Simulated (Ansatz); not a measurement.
**Structural energy differences of aluminium**

These are results of Ansatz 0.2.0, DFT, RPBE, plane waves (420 eV) with PAW, scalar-relativistic, not measurements. The PAW files were generated under PBE, with cores re-solved for the functional.

Each structure is relaxed within its own symmetry, so a high-lying one may be dynamically unstable.

**Question.** Rank these structures of aluminium by energy per atom, lowest first.
A. bcc
B. fcc
C. hcp
D. simple cubic
E. A15
F. dhcp
G. omega (AlB2-type)
H. diamond

**Answer.** B (0 meV/atom), F (14 meV/atom), C (36 meV/atom), E (76 meV/atom), A (96 meV/atom), G (114 meV/atom), D (373 meV/atom), H (729 meV/atom).

| structure | ΔE (meV/atom) | V (Å³/atom) | cell | magnetic state |
| --- | --- | --- | --- | --- |
| fcc | 0 | 16.79 | a = 4.065 Å | spin not included |
| dhcp | 14 | 16.87 | a = 2.863 Å, c = 9.502 Å (c/a = 3.318) | spin not included |
| hcp | 36 | 16.93 | a = 2.897 Å, c = 4.660 Å (c/a = 1.609) | spin not included |
| A15 | 76 | 17.25 | a = 5.168 Å | spin not included |
| bcc | 96 | 17.27 | a = 3.257 Å | spin not included |
| omega (AlB2-type) | 114 | 17.53 | a = 4.612 Å, c = 2.855 Å (c/a = 0.619) | spin not included |
| simple cubic | 373 | 20.56 | a = 2.739 Å | spin not included |
| diamond | 729 | 28.34 | a = 6.097 Å | spin not included |

ΔE counts from fcc.

Differences under about 8 meV lie within the error of the k-point mesh.
